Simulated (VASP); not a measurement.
# Si3N4 (P6_3/m) in VASP: further runs

The runs below take Si3N4 through relaxation of cell and atoms, with PBE.

Everything below comes from runs of VASP 6.6.1. Logs are shortened: lines on timing, memory, paths and dates and some standing lists are left out, and cuts for length are marked.

**1. The structure**

Symmetry: P6_3/m, No. 176, hexagonal system. The conventional cell has a = 7.605 Å, b = 7.605 Å, c = 2.905 Å, α = 90.00°, β = 90.00°, γ = 120.00°. Around Si (site symmetry m) lie 4 N at 1.73 to 1.74 Å. Around N (site symmetry -6) lie 3 Si at 1.73 Å. N (site symmetry m) has 3 Si at 1.73 to 1.74 Å as nearest neighbours.

The cell is a database's computed one.

**2. Relaxation of cell and atoms, PBE**

Input file INCAR:

```
SYSTEM = Si3N4
PREC = Accurate
ENCUT = 600
EDIFF = 1E-6
ISMEAR = 0
SIGMA = 0.02
LREAL = .False.
LASPH = .True.
NELM = 120
ALGO = Fast
ISIF = 3
LWAVE = .False.
LCHARG = .False.
GGA = PE
IBRION = 2
NSW = 80
EDIFFG = -0.005
KPAR = 8
```

Input file KPOINTS:

```
regular mesh
0
Gamma
  5 5 10
  0 0 0
```

Input file POSCAR:

```
Si3N4
1.0
    7.6045444000      0.0000000000      0.0000000000
   -3.8022722000      6.5857287000      0.0000000000
    0.0000000000      0.0000000000      2.9051991000
Si N
6 8
Direct
    0.2310824300      0.8249461500      0.7500000000
    0.4061362800      0.2310824300      0.2500000000
    0.8249461500      0.5938637200      0.2500000000
    0.1750538500      0.4061362800      0.7500000000
    0.5938637200      0.7689175700      0.7500000000
    0.7689175700      0.1750538500      0.2500000000
    0.3333333300      0.6666666700      0.7500000000
    0.6666666700      0.3333333300      0.2500000000
    0.9691944900      0.6698534000      0.7500000000
    0.2993410900      0.9691944900      0.2500000000
    0.6698534000      0.7006589100      0.2500000000
    0.3301466000      0.2993410900      0.7500000000
    0.0308055100      0.3301466000      0.2500000000
    0.7006589100      0.0308055100      0.7500000000
```

Potentials or basis: VASP PAW PBE potentials, release 64 (Si, N).

Command:

```
> cat potpaw_PBE.64/Si/POTCAR potpaw_PBE.64/N/POTCAR > POTCAR
> mpirun -np 8 vasp_std > vasp.out
```

OUTCAR:

```text
SYSTEM = Si3N4
   PREC = Accurate
   ENCUT = 600
   EDIFF = 1E-6
   ISMEAR = 0
   LREAL = .False.
   LASPH = .True.
   NELM = 120
   ISIF = 3
   GGA = PE
   IBRION = 2
   NSW = 80
   EDIFFG = -0.005

 ion  position               nearest neighbor table
   1  0.231  0.825  0.750-   7 1.73   9 1.73  10 1.74  10 1.74   5 2.99   4 2.99   3 3.05   3 3.05
                             2 3.05   2 3.05
   2  0.406  0.231  0.250-   8 1.73  10 1.73  12 1.74  12 1.74   6 2.99   3 2.99   4 3.05   4 3.05
                             1 3.05   1 3.05
   3  0.825  0.594  0.250-   8 1.73  11 1.73   9 1.74   9 1.74   2 2.99   6 2.99   5 3.05   5 3.05
                             1 3.05   1 3.05
   4  0.175  0.406  0.750-   7 1.73  12 1.73  13 1.74  13 1.74   5 2.99   1 2.99   2 3.05   2 3.05
                             6 3.05   6 3.05
   5  0.594  0.769  0.750-   7 1.73  14 1.73  11 1.74  11 1.74   1 2.99   4 2.99   3 3.05   3 3.05
                             6 3.05   6 3.05
   6  0.769  0.175  0.250-   8 1.73  13 1.73  14 1.74  14 1.74   2 2.99   3 2.99   4 3.05   4 3.05
                             5 3.05   5 3.05
   7  0.333  0.667  0.750-   1 1.73   5 1.73   4 1.73
   8  0.667  0.333  0.250-   6 1.73   2 1.73   3 1.73
   9  0.969  0.670  0.750-   1 1.73   3 1.74   3 1.74
  10  0.299  0.969  0.250-   2 1.73   1 1.74   1 1.74
  11  0.670  0.701  0.250-   3 1.73   5 1.74   5 1.74
  12  0.330  0.299  0.750-   4 1.73   2 1.74   2 1.74
  13  0.031  0.330  0.250-   6 1.73   4 1.74   4 1.74
  14  0.701  0.031  0.750-   5 1.73   6 1.74   6 1.74

  LATTYP: Found a hexagonal cell.
 ALAT       =     7.6045444000
 C/A-ratio  =     0.3820346029

  Lattice vectors:

 A1 = (   7.6045444000,   0.0000000000,   0.0000000000)
 A2 = (  -3.8022722000,   6.5857287000,   0.0000000000)
 A3 = (   0.0000000000,   0.0000000000,   2.9051991000)

Analysis of symmetry for initial positions (statically):
=====================================================================
 Subroutine PRICEL returns:
 Original cell was already a primitive cell.

 Routine SETGRP: Setting up the symmetry group for a
 hexagonal supercell.

 Subroutine GETGRP returns: Found 12 space group operations
 (whereof  6 operations were pure point group operations)
 out of a pool of 24 trial point group operations.

The static configuration has the point symmetry S_6 .
 The point group associated with its full space group is C_6h.

Analysis of symmetry for dynamics (positions and initial velocities):
=====================================================================
 Subroutine PRICEL returns:
 Original cell was already a primitive cell.

 Routine SETGRP: Setting up the symmetry group for a
 hexagonal supercell.

 Subroutine GETGRP returns: Found 12 space group operations
 (whereof  6 operations were pure point group operations)
 out of a pool of 24 trial point group operations.

The dynamic configuration has the point symmetry S_6 .
 The point group associated with its full space group is C_6h.

 Subroutine INISYM returns: Found 12 space group operations
 (whereof  6 operations are pure point group operations),
 and found     1 'primitive' translations

----------------------------------------------------------------------------------------

                                     Primitive cell

  volume of cell :     145.4966

  direct lattice vectors                    reciprocal lattice vectors
     7.604544400  0.000000000  0.000000000     0.131500317  0.075921743  0.000000000
    -3.802272200  6.585728700  0.000000000     0.000000000  0.151843485  0.000000000
     0.000000000  0.000000000  2.905199100     0.000000000  0.000000000  0.344210488

  length of vectors
     7.604544400  7.604544457  2.905199100     0.151843487  0.151843485  0.344210488

  position of ions in fractional coordinates (direct lattice)
     0.231082430  0.824946150  0.750000000
     0.406136280  0.231082430  0.250000000
     0.824946150  0.593863720  0.250000000
     0.175053850  0.406136280  0.750000000
     0.593863720  0.768917570  0.750000000
     0.768917570  0.175053850  0.250000000
     0.333333330  0.666666670  0.750000000
     0.666666670  0.333333330  0.250000000
     0.969194490  0.669853400  0.750000000
     0.299341090  0.969194490  0.250000000
     0.669853400  0.700658910  0.250000000
     0.330146600  0.299341090  0.750000000
     0.030805510  0.330146600  0.250000000
     0.700658910  0.030805510  0.750000000

  ion indices of the primitive-cell ions
   primitive index   ion index
                 1           1
                 2           2
                 3           3
                 4           4
                 5           5
                 6           6
                 7           7
                 8           8
                 9           9
                10          10
                11          11
                12          12
                13          13
                14          14

----------------------------------------------------------------------------------------

 KPOINTS: regular mesh

Automatic generation of k-mesh.
 Grid dimensions read from file:
 generate k-points for:    5    5   10

 Generating k-lattice:

  Cartesian coordinates                     Fractional coordinates (reciprocal lattice)
     0.026300063  0.015184349  0.000000000     0.200000000  0.000000000  0.000000000
     0.000000000  0.030368697  0.000000000     0.000000000  0.200000000  0.000000000
     0.000000000  0.000000000  0.034421049     0.000000000  0.000000000  0.100000000

  Length of vectors
     0.030368697  0.030368697  0.034421049

  Shift w.r.t. Gamma in fractional coordinates (k-lattice)
     0.000000000  0.000000000  0.000000000

 Subroutine IBZKPT returns following result:
 ===========================================

 Found     30 irreducible k-points:

 Following reciprocal coordinates:
            Coordinates               Weight
  0.000000  0.000000  0.000000      1.000000
  0.200000 -0.000000  0.000000      6.000000
  0.400000 -0.000000  0.000000      6.000000
  0.200000  0.200000  0.000000      6.000000
  0.400000  0.200000  0.000000      6.000000
  0.000000  0.000000  0.100000      2.000000
[... 16 lines left out ...]
  0.400000 -0.000000  0.400000     12.000000
  0.200000  0.200000  0.400000     12.000000
 [... further k-points ...]
   k-points           NKPTS =     30   k-points in BZ     NKDIM =     30   number of bands    NBANDS=     40
   number of dos      NEDOS =    301   number of ions     NIONS =     14
   total plane-waves  NPLWV =  98304
   dimension x,y,z NGX =    64 NGY =   64 NGZ =   24
   dimension x,y,z NGXF=   128 NGYF=  128 NGZF=   48
   ions per type =               6   8
   NGX,Y,Z   is equivalent  to a cutoff of  13.99, 13.99, 13.73 a.u.
   NGXF,Y,Z  is equivalent  to a cutoff of  27.98, 27.98, 27.47 a.u.
 SYSTEM =  Si3N4
   PREC   = accura    normal or accurate (medium, high low for compatibility)
   ISTART =      0    job   : 0-new  1-cont  2-samecut
   ICHARG =      2    charge: 1-file 2-atom 10-const
   ISPIN  =      1    spin polarized calculation?
   LNONCOLLINEAR =      F non collinear calculations
   LSORBIT =      F    spin-orbit coupling
   LASPH  =      T    aspherical Exc in radial PAW
   ENCUT  =  600.0 eV  44.10 Ry    6.64 a.u.  15.19 15.19  5.80*2*pi/ulx,y,z
   NELM   =    120;   NELMIN=  2; NELMDL= -5     # of ELM steps
   EDIFF  = 0.1E-05   stopping-criterion for ELM
   LREAL  =      F    real-space projection
   EDIFFG = -.5E-02   stopping-criterion for IOM
   NSW    =     80    number of steps for IOM
   IBRION =      2    ionic relax: 0-MD 1-quasi-New 2-CG
   NFREE  =      1    steps in history (QN), initial steepest desc. (CG)
   ISIF   =      3    stress and relaxation
   ISYM   =      2    0-nonsym 1-usesym 2-fastsym
   POTIM  = 0.5000    time-step for ionic-motion
   TEBEG  =    0.0;   TEEND  =   0.0 temperature during run
   PSTRESS=    0.0 pullay stress
   NELECT =      64.0000    total number of electrons
   NUPDOWN=      -1.0000    fix difference up-down
   EMIN   =  10.00;   EMAX   =-10.00  energy-range for DOS
   EFERMI =   0.00;   METHOD = LEGACY
   ISMEAR =     0;   SIGMA  =   0.02  broadening in eV -4-tet -1-fermi 0-gaus
   EFERMI_NEDOS =   21; number of points for ismear=-14 and -15
   IALGO  =     68    algorithm
   IMIX   =      4    mixing-type and parameters
     AMIX     =   0.40;   BMIX     =  1.00
     AMIX_MAG =   1.60;   BMIX_MAG =  1.00
  volume/ion in A,a.u.               =      10.39        70.13
  Fermi-wavevector in a.u.,A,eV,Ry     =   1.245042  2.352787 21.090778  1.550128
  Thomas-Fermi vector in A             =   2.379281
   LORBIT       =      0    0 simple, 1 ext, 2 COOP (PROOUT), +10 PAW based schemes
   GGA     = PE    functional components
   LHFCALC =     F    Hartree Fock is set to
   AEXX    =    0.0000 exact exchange contribution
   IVDW    =     0    specifies the selected vdW correction
   LEPSILON=     F    determine dielectric tensor
   LRPA    =     F    only Hartree local field effects (RPA)
 conjugate gradient relaxation of ions
 non-spin polarized calculation
 RMM-DIIS sequential band-by-band and
 Gauss-broadening in eV      SIGMA  =   0.02
  energy-cutoff  :      600.00
  volume of cell :      145.50
 maximum number of plane-waves:      4872
 NGX is ok and might be reduce to    64
   NGX = 31   NGY = 31   NGZ = 11

--------------------------------------- Ionic step        1  -------------------------------------------

 number of electron      63.9999994 magnetization

 Free energy of the ion-electron system (eV)
  ---------------------------------------------------
  ext. energy  EPLUGINS =         0.00000000
  ---------------------------------------------------
  free energy    TOTEN  =      -114.50010912 eV

  energy without entropy =     -114.50010912  energy(sigma->0) =     -114.50010912

------------------------ aborting loop because EDIFF is reached ----------------------------------------

  FORCE on cell =-STRESS in cart. coord.  units (eV):
  Direction    XX          YY          ZZ          XY          YZ          ZX
  --------------------------------------------------------------------------------------
  -------------------------------------------------------------------------------------
  Total        4.8080626      4.8080627      4.8635353     -0.0000001     -0.0000000      0.0000000
  in kB       52.9453421     52.9453432     53.5561957     -0.0000006     -0.0000000      0.0000000
  external PRESSURE =      53.1489603 kB  Pullay stress =       0.0000000 kB
[... 321 lines left out ...]
  energy  without entropy=     -114.5511615014  energy(sigma->0) =     -114.55116150

--------------------------------------- Ionic step        8  -------------------------------------------

 number of electron      63.9999994 magnetization

 Free energy of the ion-electron system (eV)
  ---------------------------------------------------
  ext. energy  EPLUGINS =         0.00000000
  ---------------------------------------------------
  free energy    TOTEN  =      -114.55117625 eV

  energy without entropy =     -114.55117625  energy(sigma->0) =     -114.55117625

 E-fermi :   6.7041     XC(G=0): -10.7151

 val. band max:        6.5502022097   @ k =   0.0000   0.0000   0.2000
 cond. band min:      10.8099441900   @ k =   0.0000   0.0000   0.0000
 fundamental gap:      4.2597419802
 Fermi energy:         6.7041298037

 k-point     1 :       0.0000    0.0000    0.0000
  band No.  band energies     occupation
      1     -11.5231      2.00000
      2     -10.1014      2.00000
      3     -10.1014      2.00000
      4      -9.4718      2.00000
      5      -9.3329      2.00000
      6      -9.3329      2.00000
[... 1021 lines left out ...]
     39      13.2016      0.00000
     40      13.4975      0.00000

 [... further k-points ...]

------------------------ aborting loop because EDIFF is reached ----------------------------------------

  FORCE on cell =-STRESS in cart. coord.  units (eV):
  Direction    XX          YY          ZZ          XY          YZ          ZX
  --------------------------------------------------------------------------------------
  -------------------------------------------------------------------------------------
  Total       -0.0048614     -0.0048614     -0.0106268     -0.0000001      0.0000000      0.0000000
  in kB       -0.0524085     -0.0524085     -0.1145610     -0.0000006      0.0000000      0.0000000
  external PRESSURE =      -0.0731260 kB  Pullay stress =       0.0000000 kB
[... 29 lines left out ...]
  FREE ENERGIE OF THE ION-ELECTRON SYSTEM (eV)
  ---------------------------------------------------
  free  energy   TOTEN  =      -114.5511762523 eV

  energy  without entropy=     -114.5511762523  energy(sigma->0) =     -114.55117625

 reached required accuracy - stopping structural energy minimisation
```

Run time: 1.9 min. Hardware: 8 MPI ranks of AMD EPYC 9R45 (Zen 5), shared host; peak memory 0.42 GiB.

Results:

* Free energy: -114.5512 eV
* Relaxed volume: 10.62 Å³/atom
* Relaxed cell: a = 7.660 Å, b = 7.660 Å, c = 2.925 Å, α = 90.00°, β = 90.00°, γ = 120.00°
* Space group after relaxing (to 0.05 Å): P6_3/m (No. 176)
* Energy gained by relaxing: 3.6 meV/atom
* Ionic steps: 8
* Pressure after relaxing: 0.0 GPa
* Largest force after relaxing: 0.004 eV/Å
* Band gap on the k mesh: 4.26 eV, indirect (least direct gap 4.45 eV)

Forces on the atoms (eV/Å):
```
Si  -0.004  0.003  0.000
Si  -0.004 -0.002  0.000
Si   0.000  0.004  0.000
Si   0.000 -0.004  0.000
Si   0.004  0.002  0.000
Si   0.004 -0.003  0.000
N    0.000  0.000  0.000
N    0.000  0.000  0.000
N   -0.003  0.002  0.000
N   -0.003 -0.002  0.000
N    0.000  0.003  0.000
N    0.000 -0.003  0.000
N    0.003 -0.002  0.000
N    0.003  0.002  0.000
```

Step by step:
| step | energy change (eV) | largest force (eV/Å) | pressure (GPa) | volume (Å³) |
| --- | --- | --- | --- | --- |
| 1 | 0.0000 | 0.0437 | 5.31 | 145.50 |
| 2 | 0.0376 | 0.0599 | -6.48 | 152.88 |
| 3 | -0.0510 | 0.0153 | -0.06 | 148.63 |
| 4 | -0.0510 | 0.0151 | 0.08 | 148.57 |
| 5 | -0.0510 | 0.0110 | 0.07 | 148.57 |
| 6 | -0.0510 | 0.0102 | 0.07 | 148.57 |
| 7 | -0.0511 | 0.0098 | -0.07 | 148.66 |
| 8 | -0.0511 | 0.0044 | -0.01 | 148.62 |

Final structure:
```
CELL_PARAMETERS angstrom
7.66004 0.00000 0.00000
-3.83002 6.63379 0.00000
0.00000 0.00000 2.92471
ATOMIC_POSITIONS crystal
Si 0.23118 0.82505 0.75000
Si 0.40613 0.23118 0.25000
Si 0.82505 0.59387 0.25000
Si 0.17495 0.40613 0.75000
Si 0.59387 0.76882 0.75000
Si 0.76882 0.17495 0.25000
N 0.33333 0.66667 0.75000
N 0.66667 0.33333 0.25000
N 0.96927 0.66999 0.75000
N 0.29928 0.96927 0.25000
N 0.66999 0.70072 0.25000
N 0.33001 0.29928 0.75000
N 0.03073 0.33001 0.25000
N 0.70072 0.03073 0.75000
```

Caveat: an odd mesh through Γ misses points on the zone boundary, where band edges often lie.

**3. Relaxation of cell and atoms, PBE**

This run uses another cell than the first one, of 10.62 Å³/atom, 1.021 times its volume.

INCAR is that of step 2.

KPOINTS is that of step 2.

Input file POSCAR:

```
Si3N4                                   
1.0
    7.6600357984      0.0000000022      0.0000000000
   -3.8300179011      6.6337856610      0.0000000000
    0.0000000000     -0.0000000000      2.9247079127
  Si              N             
     6     8
Direct
     0.2311796143238099    0.8250496054287617    0.7500000000000000
     0.4061300088950960    0.2311796143238178    0.2500000000000000
     0.8250496054287139    0.5938699911049439    0.2500000000000000
     0.1749503945712861    0.4061300088950561    0.7500000000000000
     0.5938699911049041    0.7688203856761820    0.7500000000000000
     0.7688203856761900    0.1749503945712384    0.2500000000000000
     0.3333333300000021    0.6666666699999979    0.7500000000000000
     0.6666666699999979    0.3333333300000021    0.2500000000000000
     0.9692691978755622    0.6699923903735666    0.7500000000000000
     0.2992768075020158    0.9692691978755789    0.2500000000000000
     0.6699923903735465    0.7007231924979878    0.2500000000000000
     0.3300076096264535    0.2992768075020121    0.7500000000000000
     0.0307308021244378    0.3300076096264333    0.2500000000000000
     0.7007231924979842    0.0307308021244212    0.7500000000000000
```

Potentials or basis: VASP PAW PBE potentials, release 64 (Si, N).

Command:

```
> cat potpaw_PBE.64/Si/POTCAR potpaw_PBE.64/N/POTCAR > POTCAR
> mpirun -np 8 vasp_std > vasp.out
```

It took 35 s on 8 MPI ranks of AMD EPYC 9R45 (Zen 5), shared host; peak memory 0.38 GiB.

Results (log left out):

```
Free energy                  : -114.5557 eV
Pressure after relaxing      : 0.0 GPa
Largest force after relaxing : 0.005 eV/Å
Band gap on the k mesh       : 4.26 eV, indirect (least direct gap 4.45 eV)
```

Forces on the atoms (eV/Å):
```
Si  -0.004  0.003  0.000
Si  -0.004 -0.002  0.000
Si   0.000  0.005  0.000
Si   0.000 -0.005  0.000
Si   0.004  0.002  0.000
Si   0.004 -0.003  0.000
N    0.000  0.000  0.000
N    0.000  0.000  0.000
N   -0.003  0.002  0.000
N   -0.003 -0.001  0.000
N    0.000  0.003  0.000
N    0.000 -0.003  0.000
N    0.003 -0.002  0.000
N    0.003  0.001  0.000
```

Final structure:
```
Si N
1.0
     7.66004    0.00000    0.00000
    -3.83002    6.63379    0.00000
     0.00000    0.00000    2.92471
Si N
6 8
Direct
  0.23118 0.82505 0.75000
  0.40613 0.23118 0.25000
  0.82505 0.59387 0.25000
  0.17495 0.40613 0.75000
  0.59387 0.76882 0.75000
  0.76882 0.17495 0.25000
  0.33333 0.66667 0.75000
  0.66667 0.33333 0.25000
  0.96927 0.66999 0.75000
  0.29928 0.96927 0.25000
  0.66999 0.70072 0.25000
  0.33001 0.29928 0.75000
  0.03073 0.33001 0.25000
  0.70072 0.03073 0.75000
```

Levels at points of the mesh, in eV from the valence-band top:
```csv
k point,band 30,band 31,band 32,band 33,band 34,band 35
"(0.00, 0.00, 0.00)",-0.45,-0.39,-0.19,4.26,4.61,4.79
"(0.00, 0.00, 0.50)",-1.58,-1.30,-1.30,4.65,4.65,4.65
```

Caveat: the relaxation stopped at its first step, so nothing moved; an odd mesh through Γ misses points on the zone boundary, where band edges often lie.
